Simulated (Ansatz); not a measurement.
Runs of Ansatz 0.2.0 on Sn. It takes space group I4_1/amd (No. 141, tetragonal). Conventional cell: a = 5.880 Å, b = 5.880 Å, c = 3.199 Å, α = 90.00°, β = 90.00°, γ = 90.00°. Sn (site symmetry -4m2) is surrounded by 6 Sn at 3.05 to 3.20 Å. 

| task | level | potentials or basis | spin | cell | k mesh | cutoff (eV) | smearing | pressure (GPa) | relaxed volume (Å³/atom) |
| --- | --- | --- | --- | --- | --- | --- | --- | --- | --- |
| relaxation of cell and atoms | PBEsol | all-electron LAPW, relativistic spinors | SOC, no magnetisation | relaxed | 7 × 7 × 7 | - | fermi-dirac 0.1 eV | 0.0 | 26.82 |
| relaxation of cell and atoms | PBE+D4 | all-electron LAPW, scalar-relativistic | off | relaxed | 9 × 9 × 9 | - | fermi-dirac 0.05 eV | 0.0 | (a) |
| single point | PBE | all-electron LAPW, scalar-relativistic | off | as given | 9 × 9 × 9 | 208 | gaussian 0.019 eV | 1.4 | - |
| band structure | LDA | all-electron LAPW, relativistic spinors | SOC, no magnetisation | as given | 7 × 7 × 7 | 208 | fermi-dirac 0.05 eV | -3.0 | - |
| band structure | PBEsol | all-electron LAPW, scalar-relativistic | off | as given | 9 × 9 × 9 | 208 | fermi-dirac 0.05 eV | (b) | - |

Alike in all rows: basis error allowed 0.001 eV/atom.

Problem. Estimate the missing entries.

Solution. (a) 27.18; (b) -1.4.

Caveats: the k mesh is thin for a metal, which can move the energy by tens of meV per atom (some runs).
